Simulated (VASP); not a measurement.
ZnS in VASP 6.6.1, relaxation

INCAR

```
LCHARG = .FALSE.
LWAVE = .FALSE.
IBRION = 2
ENCUT = 450
LASPH = .TRUE.
NELECT = 17.98
NSW = 40
PREC = Accurate
ISIF = 3
ISMEAR = -1
EDIFFG = -5E-3
SIGMA = 0.02
LREAL = .FALSE.
EDIFF = 1E-7
GGA = PS
NBANDS = 16
NELM = 80
```

KPOINTS

```
KPOINTS created by Atomic Simulation Environment
0
Gamma
8 8 8
0 0 0
```

POSCAR

```
Zn S
 1.0000000000000000
    -0.0000000000000000    2.5518826694687036    2.5518826694687036
     2.5518826694687036   -0.0000000000000000    2.5518826694687036
     2.5518826694687036    2.5518826694687036   -0.0000000000000000
 Zn  S
   1   1
Cartesian
 -0.0000000000000000 -0.0000000000000000 -0.0000000000000000
  2.5518826694687031  2.5518826694687031  2.5518826694687031
```

The recommended PBE PAW datasets give the neutral cell 18 valence electrons.

Command

```
mpirun -np 1 vasp_std
```

OSZICAR

```
N       E                     dE             d eps       ncg     rms          rms(c)
DAV:   1     0.804418520331E+02    0.80442E+02   -0.76299E+03   928   0.121E+03
DAV:   2    -0.303045026640E+01   -0.83472E+02   -0.77952E+02  1104   0.243E+02
DAV:   3    -0.749748065992E+01   -0.44670E+01   -0.44391E+01  1168   0.561E+01
DAV:   4    -0.753645812119E+01   -0.38977E-01   -0.38970E-01  1112   0.534E+00
DAV:   5    -0.753686115911E+01   -0.40304E-03   -0.40303E-03  1152   0.536E-01    0.667E+00
DAV:   6    -0.712940764150E+01    0.40745E+00   -0.81451E-01  1296   0.304E+01    0.525E+00
DAV:   7    -0.710558553489E+01    0.23822E-01   -0.15873E-01  1056   0.434E+00    0.250E+00
DAV:   8    -0.710096578385E+01    0.46198E-02   -0.48123E-03  1352   0.108E+00    0.498E-01
DAV:   9    -0.710065788365E+01    0.30790E-03   -0.11553E-03  1088   0.307E-01    0.697E-02
DAV:  10    -0.710068405098E+01   -0.26167E-04   -0.12756E-04  1168   0.932E-02    0.198E-02
...
DAV:   1    -0.722267521904E+01   -0.92781E-01   -0.10184E+00  1112   0.217E+01    0.216E+00
DAV:   2    -0.714731428974E+01    0.75361E-01   -0.19865E-01  1136   0.119E+01    0.871E-01
DAV:   3    -0.713747365620E+01    0.98406E-02   -0.87282E-03  1040   0.752E-01    0.378E-01
DAV:   4    -0.713539118376E+01    0.20825E-02   -0.81327E-04  1264   0.394E-01    0.181E-01
DAV:   5    -0.713502727498E+01    0.36391E-03   -0.25066E-04  1440   0.317E-01    0.239E-02
DAV:   6    -0.713503083365E+01   -0.35587E-05   -0.82663E-05  1024   0.864E-02    0.157E-02
DAV:   7    -0.713503246746E+01   -0.16338E-05   -0.42918E-06  1184   0.489E-02    0.636E-03
DAV:   8    -0.713503184434E+01    0.62311E-06   -0.15323E-06  1064   0.274E-02    0.803E-04
DAV:   9    -0.713503182346E+01    0.20883E-07   -0.47489E-08   520   0.203E-03
   3 F= -.71350318E+01 E0= -.71344216E+01  d E =-.343565E-01
```

From OUTCAR

```
k-points           NKPTS =     29   k-points in BZ     NKDIM =     29   number of bands    NBANDS=     16

   NELECT =      17.9800    total number of electrons

   dimension x,y,z NGX =    28 NGY =   28 NGZ =   28
   dimension x,y,z NGXF=    56 NGYF=   56 NGZF=   56

  energy-cutoff  :      450.00
  volume of cell :       31.30
      direct lattice vectors                 reciprocal lattice vectors
     0.000000000  2.501364376  2.501364376    -0.199890909  0.199890909  0.199890909
     2.501364376 -0.000000000  2.501364376     0.199890909 -0.199890909  0.199890909
     2.501364376  2.501364376  0.000000000     0.199890909  0.199890909 -0.199890909

 k-points in reciprocal lattice and weights: KPOINTS created by Atomic Simulation Env
   0.00000000  0.00000000  0.00000000       0.002
   0.12500000  0.00000000  0.00000000       0.016
   0.25000000  0.00000000  0.00000000       0.016
   0.37500000  0.00000000  0.00000000       0.016
   0.50000000  0.00000000  0.00000000       0.008
   0.12500000  0.12500000  0.00000000       0.012
   0.25000000  0.12500000  0.00000000       0.047
   0.37500000  0.12500000  0.00000000       0.047
   ...

 E-fermi :   4.3715

 k-point     1 :       0.0000    0.0000    0.0000
  band No.  band energies     occupation
      1      -9.9238      2.00000
      2      -2.0693      2.00000
      3      -2.0693      2.00000
      4      -2.0538      2.00000
      5      -2.0538      2.00000
      6      -2.0538      2.00000
      7       3.6903      2.00000
      8       3.6903      2.00000
      9       3.6903      2.00000
     10       6.4781      0.00000
     11      13.3245      0.00000
     12      13.3245      0.00000
     13      13.3245      0.00000
     14      16.1503      0.00000
     15      16.1503      0.00000
     16      16.1503      0.00000

 k-point     2 :       0.1250    0.0000    0.0000
  band No.  band energies     occupation
      1      -9.7257      2.00000
      2      -2.1270      2.00000
      3      -2.1270      2.00000
      4      -2.0852      2.00000
      5      -2.0279      2.00000
      6      -2.0279      2.00000
      7       2.3389      2.00000
      8       3.7588      2.00000
      9       3.7588      2.00000
     10       7.6150      0.00000
     11      12.3797      0.00000
     12      13.1362      0.00000
     13      13.1362      0.00000
     14      14.5065      0.00000
     15      14.5065      0.00000
     16      15.8768      0.00000

 k-point     3 :       0.2500    0.0000    0.0000
  band No.  band energies     occupation
      1      -9.1732      2.00000
      2      -2.2656      2.00000
      3      -2.2656      2.00000
      4      -2.2396      2.00000
      5      -1.9599      2.00000
      6      -1.9599      2.00000
      7       0.3842      2.00000
      8       3.9419      2.00000
      9       3.9419      2.00000
     10       8.5377      0.00000
     11      11.5446      0.00000
     12      11.5446      0.00000
     13      11.8395      0.00000
     14      15.3906      0.00000
     15      15.3906      0.00000
     16      15.6209      0.00000

 ...

  Total        0.0033153      0.0033153      0.0033153     -0.0000000      0.0000000     -0.0000000
  in kB        0.1696977      0.1696977      0.1696977     -0.0000000      0.0000000     -0.0000000
  external PRESSURE =       0.1696977 kB  Pullay stress =       0.0000000 kB

 POSITION                                       TOTAL-FORCE (eV/Angst)
 -----------------------------------------------------------------------------------
      0.00000      0.00000      0.00000         0.000000     -0.000000      0.000000
      2.50136      2.50136      2.50136        -0.000000      0.000000     -0.000000
 -----------------------------------------------------------------------------------
    total drift:                               -0.000000      0.000000      0.000000

  FREE ENERGIE OF THE ION-ELECTRON SYSTEM (eV)
  ---------------------------------------------------
  free  energy   TOTEN  =        -7.1350318235 eV

  energy  without entropy=       -7.1338113570  energy(sigma->0) =       -7.13442159
```

```json
{"ionic step": "1", "ΔE (meV/atom)": "0.0", "volume (Å³)": "33.24", "largest force (eV/Å)": "0.000", "pressure (GPa)": "-5.40", "electronic steps": "14"}
{"ionic step": "2", "ΔE (meV/atom)": "-14.6", "volume (Å³)": "30.61", "largest force (eV/Å)": "0.000", "pressure (GPa)": "2.34", "electronic steps": "9"}
{"ionic step": "3", "ΔE (meV/atom)": "-17.2", "volume (Å³)": "31.30", "largest force (eV/Å)": "0.000", "pressure (GPa)": "0.02", "electronic steps": "9"}
```

It converged. Results: relaxed cell vector lengths 3.537, 3.537, 3.537 Å; relaxed cell volume 31.30 Å³.

The cell is charged and sits in a uniform background.

For comparison, a separate PBEsol relaxation on usual settings, not on those above, ends at 31.68 Å³.

The run above took about 17 s on one core of a shared host (Intel Xeon 6975P-C) and held 0.16 GiB at most.
